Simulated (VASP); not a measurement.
GaCuSe2: relaxation of cell and atoms with PBEsol

Crystal: GaCuSe2.

```
Ga Cu Se
1.0
    -2.78830    2.78830    5.54007
     2.78830   -2.78830    5.54007
     2.78830    2.78830   -5.54007
Ga Cu Se
2 2 4
Direct
  0.50000 0.50000 0.00000
  0.25000 0.75000 0.50000
  0.00000 0.00000 0.00000
  0.75000 0.25000 0.50000
  0.37500 0.36721 0.49221
  0.63279 0.12500 0.00779
  0.87500 0.88279 0.50779
  0.11721 0.62500 0.99221
```

```yaml
Program: VASP 6.6.1
Task: relaxation of cell and atoms
Functional: PBEsol
Potentials_or_basis: VASP PAW PBE potentials, release 64 (Ga_d, Cu, Se)
Cutoff: 600 eV
k_mesh: 10 × 10 × 10
Occupations: methfessel-paxton, width 0.1 eV
Spin: no spin polarisation
Further_INCAR_settings: ALGO = Normal; EDIFF = 1e-07; IBRION = 2; EDIFFG = -0.005; NSW = 90; ISIF = 3
```

```
Pressure after relaxing      : 0.0 GPa
Largest force after relaxing : 0.004 eV/Å
Band gap on the k mesh       : 0.14 eV, direct
```

Forces on the atoms (eV/Å):
```
Ga   0.000  0.000  0.000
Ga   0.000  0.000  0.000
Cu   0.000  0.000  0.000
Cu   0.000  0.000  0.000
Se   0.004  0.000  0.000
Se   0.000 -0.004  0.000
Se  -0.004  0.000  0.000
Se   0.000  0.004  0.000
```

Final structure:
```yaml
crystal:
  lattice:
    - [-2.78830, 2.78830, 5.54007]
    - [2.78830, -2.78830, 5.54007]
    - [2.78830, 2.78830, -5.54007]
  atoms:
    - { symbol: Ga, position: [0.50000, 0.50000, 0.00000] }
    - { symbol: Ga, position: [0.25000, 0.75000, 0.50000] }
    - { symbol: Cu, position: [0.00000, 0.00000, 0.00000] }
    - { symbol: Cu, position: [0.75000, 0.25000, 0.50000] }
    - { symbol: Se, position: [0.37500, 0.36721, 0.49221] }
    - { symbol: Se, position: [0.63279, 0.12500, 0.00779] }
    - { symbol: Se, position: [0.87500, 0.88279, 0.50779] }
    - { symbol: Se, position: [0.11721, 0.62500, 0.99221] }
```

Levels at points of the mesh, in eV from the valence-band top:
```tsv
k point	band 32	band 33	band 34	band 35	band 36	band 37	band 38	band 39	band 40	band 41
(0.00, 0.00, 0.00)	-1.81	-1.72	-0.09	-0.09	0.00	0.14	1.78	2.10	3.89	3.89
(0.50, 0.00, 0.00)	-1.51	-1.42	-1.32	-1.24	-0.62	2.15	2.50	3.10	4.03	4.08
(0.50, 0.50, 0.00)	-1.45	-0.89	-0.89	-0.53	-0.53	1.04	1.04	3.31	3.31	4.64
(0.50, 0.50, 0.50)	-1.42	-1.30	-1.30	-0.99	-0.99	1.71	1.71	1.78	1.78	2.76
```

Run time: 4.9 min on 4 MPI ranks on Intel(R) Xeon(R) Platinum 8488C (Sapphire Rapids) (shared host), peak memory 0.99 GiB a rank.

Caveat: the relaxation stopped at its first step, so nothing moved; the PAW data sets were made with another functional, which shifts forces and pressure a little. Expect the measured gap to be larger: semilocal functionals such as PBEsol lack the derivative discontinuity.
